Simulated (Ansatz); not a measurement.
Crystal: Hg.

```
Hg
1.0
    -2.92975    2.92975    1.57255
     2.92975   -2.92975    1.57255
     2.92975    2.92975   -1.57255
Hg
2
Direct
  0.00000 0.00000 0.00000
  0.75000 0.25000 0.50000
```

```yaml
Program: Ansatz 0.2.0
Task: single point
Functional: PBE
Potentials_or_basis: Ansatz PAW
Cutoff: "420 eV (not typed: the program's choice for these potentials)"
k_mesh: 10 × 10 × 10
Occupations: fermi-dirac, width 0.05 eV
Spin: no spin polarisation
```

On this cell: pressure 1.5 GPa; largest force under 0.003 eV/Å; band gap on the k mesh none (metal or under the smearing width).

The same run follows on a disturbed copy (atoms moved at random, drawn with an rms of 0.05 Å):

```
CELL_PARAMETERS angstrom
-2.92975 2.92975 1.57255
2.92975 -2.92975 1.57255
2.92975 2.92975 -1.57255
ATOMIC_POSITIONS crystal
Hg 0.99923 0.00600 0.00335
Hg 0.75379 0.24733 0.48407
```

Q: What changes?

A: The energy (extrapolated to zero smearing) moves by +5.3 meV/atom; pressure 1.6 GPa; largest force 0.233 eV/Å; band gap on the k mesh none (metal or under the smearing width).

Forces on the atoms (eV/Å):
```
Hg  -0.229 -0.039  0.015
Hg   0.229  0.039 -0.015
```

Stress tensor (GPa, compression positive):
```
 1.93 -0.03 -0.47
-0.03  1.44  0.09
-0.47  0.09  1.43
```
